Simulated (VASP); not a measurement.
Set up this calculation in VASP 6.6.1, as the native input.

| Quantity | Value |
| --- | --- |
| Task | single point |
| Functional | PBE |
| Potentials or basis | VASP PAW PBE potentials, release 64 (Bi_d, Te) |
| Cutoff | 520 eV |
| k mesh | 6 × 6 × 6 |
| Occupations | methfessel-paxton, width 0.025 eV |
| Spin | no spin polarisation |
| Dipole correction | no |
| Further INCAR settings | ALGO = Normal; EDIFF = 1e-07; NBANDS = 18 |

The structure of BiTe lies in POSCAR:

```
BiTe
1.0
    0.0000000000      3.2350000000      3.2350000000
    3.2350000000      0.0000000000      3.2350000000
    3.2350000000      3.2350000000      0.0000000000
Bi Te
1 1
Direct
    0.0000000000      0.0000000000      0.0000000000
    0.5000000000      0.5000000000      0.5000000000
```

One way to write it, as run:

INCAR

```
SYSTEM = BiTe
ALGO = Normal
EDIFF = 1E-7
ENCUT = 520
GGA = PE
ISIF = 2
ISMEAR = 1
LASPH = .TRUE.
LCHARG = .TRUE.
LELF = .TRUE.
LREAL = .FALSE.
LVHAR = .TRUE.
LWAVE = .FALSE.
NBANDS = 18
NELM = 100
PREC = Accurate
SIGMA = 0.025
```

KPOINTS

```
k-points
0
G
  6 6 6
  0 0 0
```

Potentials or basis: VASP PAW PBE potentials, release 64 (Bi_d, Te).

Launch:

```sh
$ cat potpaw_PBE.64/Bi_d/POTCAR potpaw_PBE.64/Te/POTCAR > POTCAR
$ mpirun -np 1 vasp_std > vasp.out
```

It gave:

The pressure is 1.0 GPa and the band gap on the k mesh is none (metal or under the smearing width).

Caveat: spin-orbit coupling is left out, which moves the levels of the heavy elements.

It took 17 s on 1 thread of AMD EPYC 9R45 (Zen 5), on a shared host, peak memory 0.16 GiB.
